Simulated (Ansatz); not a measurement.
# AgAs3: the cost of one run

Program: Ansatz 0.2.0. Level of theory: DFT PBE, scalar-relativistic, plane waves, PAW. These are calculated values, not measurements.

**1. The structure to begin with**

Symmetry: Pm-3m, No. 221, cubic system. Conventional cell: a = 4.695 Å, b = 4.695 Å, c = 4.695 Å, α = 90.00°, β = 90.00°, γ = 90.00°. Ag (site symmetry m-3m) has 6 As at 2.35 Å as nearest neighbours. As (site symmetry 4/mmm) is surrounded by 2 Ag at 2.35 Å.

Structure file:

```
Ag As
1.0
     4.69538    0.00000    0.00000
     0.00000    4.69538    0.00000
     0.00000    0.00000    4.69538
Ag As
1 3
Direct
  0.00000 0.00000 0.00000
  0.50000 0.00000 0.00000
  0.00000 0.50000 0.00000
  0.00000 0.00000 0.50000
```

This is candidate A: ReO3 type (Pm-3m, No. 221).

(A quick probe on a coarse mesh, which set the mesh and smearing, is not shown.)

**3. A loose first relaxation (candidate A)**

File input.yaml:

```yaml
crystal:
  lattice:
    - [4.6953758894, 0.0, 0.0]
    - [0.0, 4.6953758894, 0.0]
    - [0.0, 0.0, 4.6953758894]
  atoms:
    - { symbol: Ag, position: [0.0, 0.0, 0.0] }
    - { symbol: As, position: [0.5, 0.0, 0.0] }
    - { symbol: As, position: [0.0, 0.5, 0.0] }
    - { symbol: As, position: [0.0, 0.0, 0.5] }
basis:
  ecutwfc: 420
kpoints:
  mp_grid: { grid: [4, 4, 4] }
hamiltonian:
  xc: pbe
scf:
  occupations: { method: gaussian, width: 0.1 }
  lower_state_search: "off"
output:
  forces: true
  stress: true
  eigenvalues: true
relax:
  adjacent_minimum: "off"
  f_tol: 0.04
  max_steps: 70
  cell: { stress_tol: 0.4 }
```

Launch:

```
ansatz run input.yaml --threads 1 --pin off --max-ram 2560MiB --backend cpu --events-out ev --progress --plain --runs-dir out
```

Q: Estimate wall time and peak memory on 1 thread of Intel Xeon Platinum 8488C (Sapphire Rapids), shared host.

About 14 s, with a peak of 0.43 GiB.
